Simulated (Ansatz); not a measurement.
Equation of state of BN from a dense series

```yaml
crystal:
  lattice:
    - [0.00000, 1.80750, 1.80750]
    - [1.80750, 0.00000, 1.80750]
    - [1.80750, 1.80750, 0.00000]
  atoms:
    - { symbol: B, position: [0.00000, 0.00000, 0.00000] }
    - { symbol: N, position: [0.75000, 0.75000, 0.75000] }
```

Atoms are numbered in the order listed.

The cell comes from COD entry 9008834, which wasn't checked; take it as a given geometry.

Level of theory: DFT, LDA, all-electron LAPW, scalar-relativistic in Ansatz 0.2.0.

The runs use a Γ-centred 11×11×11 k mesh, Fermi–Dirac smearing of 0.02 eV, basis error target 0.5 meV/atom, no spin polarisation.

The cell is scaled evenly. Fractional coordinates are held (clamped ions).

| V (Å³/atom) | P (GPa) |
| --- | --- |
| 5.551 | 14.32 |
| 5.787 | -3.25 |
| 5.846 | -7.14 |
| 5.905 | -10.85 |
| 5.964 | -14.39 |
| 6.023 | -17.76 |
| 6.141 | -24.05 |
| 6.260 | -29.76 |

(1) Fit a third-order Birch–Murnaghan curve to the pressures.

(2) Predict the pressure at the withheld volume, 5.669 Å³/atom.

## Answers

(1) P = (3B0/2)(y^(7/2) − y^(5/2))[1 + (3/4)(B0′ − 4)(y − 1)] with y = (V0/V)^(2/3) fits within 0.01 GPa for V0 = 5.740 Å³/atom, B0 = 402.4 GPa and B0′ = 3.65.

(2) There y = 1.0083, so the fit gives 5.11 GPa; the run gave 5.12 GPa.
